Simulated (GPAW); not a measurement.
# MoS2 in GPAW: the effect of strain shear xy

MoS2:

```xyz
3
Lattice="3.2275 -0.0645 0.0000 -1.6696 2.8273 0.0000 0.0000 0.0000 6.3125" Properties=species:S:1:pos:R:3 pbc="T T T"
Mo    0.0000    0.0000    3.1562
S     1.5951    0.8994    4.7008
S    -0.0373    1.8634    1.6117
```

The cell comes from a database or a generator and needn't be the stable form of this composition.

Alike in all runs:

* Program: GPAW 26.7.0
* Task: single point
* Functional: PBEsol
* Potentials or basis: PAW data sets generated in the run's folder for this functional
* Cutoff: 600 eV
* Basis: pw
* k mesh: 9 × 9 × 4
* Occupations: fermi-dirac, width 0.05 eV
* Spin: no spin polarisation
* Maxiter: 150

Question: One run gave: largest force 0.02 eV/Å. Which strain shear xy did it use?
A. 0.01
B. 0.04
C. 0
D. -0.02
E. -0.04

Answer: C.

```csv
strain shear xy,largest force (eV/Å)
-0.04,0.18
-0.02,0.09
-0.01,0.05
0,0.02
0.01,0.05
0.02,0.09
0.04,0.18
```

Caveats: the density grid can change from cell to cell, which puts small steps into energies and stress.
